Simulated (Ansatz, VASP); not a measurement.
**RbBr: VASP beside Ansatz**

File INCAR:

```
PREC     = Accurate       # precision mode
ENCUT    = 520            # plane-wave cutoff, eV
EDIFF    = 1E-6           # SCF threshold, eV
ISMEAR   = -1             # smearing method
SIGMA    = 0.02           # smearing width, eV
LREAL    = F              # projectors in reciprocal space
LASPH    = T              # aspherical terms in the spheres
NELM     = 60             # most SCF steps
ALGO     = Normal         # electronic algorithm
ISIF     = 2              # what is computed and relaxed
LWAVE    = F              # write WAVECAR
LCHARG   = F              # write CHGCAR
GGA      = PE             # functional
NBANDS   = 15             # bands
```

The input KPOINTS:

```
Automatic mesh
0
Gamma
  6 6 6
```

The input POSCAR:

```
RbBr
1.0
    0.0000000000      3.4447671119      3.3932250000
    3.4447671119      0.0000000000      3.3932250000
    3.4447671119      3.4447671119      0.0000000000
Rb Br
1 1
Direct
    0.0000000000      0.0000000000      0.0000000000
    0.5000000000      0.5000000000      0.5000000000
```

Input for Ansatz:

```yaml
crystal:
  lattice:
    - [0.0, 3.4447671119, 3.393225]
    - [3.4447671119, 0.0, 3.393225]
    - [3.4447671119, 3.4447671119, 0.0]
  atoms:
    - { symbol: Rb, position: [0.0, 0.0, 0.0] }
    - { symbol: Br, position: [0.5, 0.5, 0.5] }
kpoints:
  mp_grid: { grid: [6, 6, 6] }
scf:
  occupations: { method: fermi_dirac, width: 0.02 }
hamiltonian:
  xc: pbe
  pseudopotentials: { kind: all_electron, lapw: { basis_error: 0.001 } }
output:
  forces: true
  stress: true
  eigenvalues: true
```

Change from the starting cell: z stretched by -1 % at fixed volume.

Alike in both runs: task single point; functional PBE; k mesh 6 × 6 × 6; occupations fermi-dirac, width 0.02 eV; no spin polarisation.

|  | VASP | Ansatz |
| --- | --- | --- |
| version | VASP 6.6.1 | Ansatz 0.2.0 |
| potentials or method | VASP PAW PBE potentials, release 64 (Rb_sv, Br) | all-electron LAPW, scalar-relativistic |
| plane-wave cutoff (eV) | 520 | see its input |

```csv
,VASP,Ansatz,Ansatz less VASP
gap on the k mesh at the Fermi level (eV),4.35,4.35,+0.003
pressure (GPa),1.0,1.0,-0.03
largest component of the traceless stress (GPa),0.35,0.34,-0.004
```

Ansatz ran all-electron here, so the differences hold the error of VASP's frozen core and of both bases.
